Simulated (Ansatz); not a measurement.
## P: computed properties

These are results of DFT PBE+D3(BJ), scalar-relativistic, plane waves, PAW in Ansatz, not measurements.

Settings: cutoff 420 eV, Γ-centred mesh 15×15×15 on the computed 2-atom cell, Gaussian smearing of 0.10 eV; no spin polarisation.

The structure is relaxed at this level of theory with its symmetry kept. This form isn't the element's structure at ambient conditions.

The structure is trigonal, space group R-3m (No. 166). Conventional cell: a = 3.427 Å, b = 3.427 Å, c = 8.735 Å, α = 90.00°, β = 90.00°, γ = 120.00°. P (site symmetry 3m) is surrounded by 6 P at 2.30 to 2.63 Å.

| Property | Result |
| --- | --- |
| Volume per atom | 99.9 bohr³ |
| Kohn–Sham band gap | none (metal) |
| Density of states at the Fermi level | 0.35 states/eV per cell |
| Löwdin character within 0.5 eV of the Fermi level | P 3p 75 %, P 3s 15 %, unprojected 11 % |
| Bader charges (e) | P (2 in the cell) 0.00 |

Cost: 1 run of about 0.59 core-minutes, on Intel Xeon Platinum 8488C (Sapphire Rapids) (shared hosts).